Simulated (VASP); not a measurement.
Write the native input for VASP 6.6.1 that does the following.

- Task: band structure
- Functional: LDA
- Potentials or basis: VASP PAW LDA potentials, release 64 (Ta_pv, S)
- Cutoff: 520 eV
- k mesh: 7 × 7 × 3
- Occupations: fermi-dirac, width 0.05 eV
- Spin: no spin polarisation
- Further INCAR settings: ALGO = Normal; EDIFF = 1e-06

Crystal: Ta2S.

```
Ta S
1.0
     2.80481    0.00000    0.00000
     0.00000    2.80481    0.00000
     0.00000    0.00000    7.53372
Ta S
2 1
Cartesian
  1.4024 1.4024 1.4007
  1.4024 1.4024 6.1330
  1.4024 1.4024 3.7669
```

The cell was built by a generator and needn't be a form met in nature.

The input as run:

POSCAR

```
Ta2S
1.0
    2.8048100000      0.0000000000      0.0000000000
    0.0000000000      2.8048100000      0.0000000000
    0.0000000000      0.0000000000      7.5337200000
Ta S
2 1
Direct
    0.5000000000      0.5000000000      0.1859300000
    0.5000000000      0.5000000000      0.8140700000
    0.5000000000      0.5000000000      0.5000000000
```

INCAR.step1

```
ALGO     = Normal         # electronic algorithm
EDIFF    = 1E-6           # SCF threshold, eV
ENCUT    = 520            # plane-wave cutoff, eV
ISIF     = 2              # what is computed and relaxed
ISMEAR   = -1             # smearing method
LASPH    = True           # aspherical terms in the spheres
LCHARG   = True           # write CHGCAR
LMAXMIX  = 4              # l up to which the mixer works
LREAL    = False          # projectors in reciprocal space
LWAVE    = False          # write WAVECAR
NELM     = 100            # most SCF steps
PREC     = Accurate       # precision mode
SIGMA    = 0.05           # smearing width, eV
```

KPOINTS.step1

```
k-points
0
Gamma
  7 7 3
```

INCAR.step2

```
ALGO     = Normal         # electronic algorithm
EDIFF    = 1E-6           # SCF threshold, eV
ENCUT    = 520            # plane-wave cutoff, eV
ICHARG   = 11             # starting density
ISIF     = 2              # what is computed and relaxed
ISMEAR   = 0              # smearing method
LASPH    = True           # aspherical terms in the spheres
LCHARG   = False          # write CHGCAR
LMAXMIX  = 4              # l up to which the mixer works
LREAL    = False          # projectors in reciprocal space
LWAVE    = False          # write WAVECAR
NELM     = 100            # most SCF steps
PREC     = Accurate       # precision mode
SIGMA    = 0.05           # smearing width, eV
```

KPOINTS.step2

```
path GXMGZRAZ,XR,MA
10
line-mode
reciprocal
 0.0000000000  0.0000000000  0.0000000000  G
 0.0000000000  0.5000000000  0.0000000000  X

 0.0000000000  0.5000000000  0.0000000000  X
 0.5000000000  0.5000000000  0.0000000000  M

 0.5000000000  0.5000000000  0.0000000000  M
 0.0000000000  0.0000000000  0.0000000000  G

 0.0000000000  0.0000000000  0.0000000000  G
 0.0000000000  0.0000000000  0.5000000000  Z

 0.0000000000  0.0000000000  0.5000000000  Z
 0.0000000000  0.5000000000  0.5000000000  R

 0.0000000000  0.5000000000  0.5000000000  R
 0.5000000000  0.5000000000  0.5000000000  A

 0.5000000000  0.5000000000  0.5000000000  A
 0.0000000000  0.0000000000  0.5000000000  Z

 0.0000000000  0.5000000000  0.0000000000  X
 0.0000000000  0.5000000000  0.5000000000  R

 0.5000000000  0.5000000000  0.0000000000  M
 0.5000000000  0.5000000000  0.5000000000  A
```

Potentials or basis: VASP PAW LDA potentials, release 64 (Ta_pv, S).

The run is started by

```console
$ cat potpaw_LDA.64/Ta_pv/POTCAR potpaw_LDA.64/S/POTCAR > POTCAR
$ cp INCAR.step1 INCAR
$ cp KPOINTS.step1 KPOINTS
$ mpirun -np 1 vasp_std > vasp.out
$ cp INCAR.step2 INCAR
$ cp KPOINTS.step2 KPOINTS
$ mpirun -np 1 vasp_std > vasp.out
```

Results of the run:

```yaml
Band_gap_along_the_path: none (metal or under the smearing width)
```

Caveat: the log is that of the step along the path at fixed density, whose energy, stress, charges and moments have no meaning; spin-orbit coupling is left out, which moves the levels of the heavy elements.

Wall time 31 s on 1 thread of Intel(R) Xeon(R) 6975P-C (Granite Rapids) (shared host), peak memory 0.21 GiB.
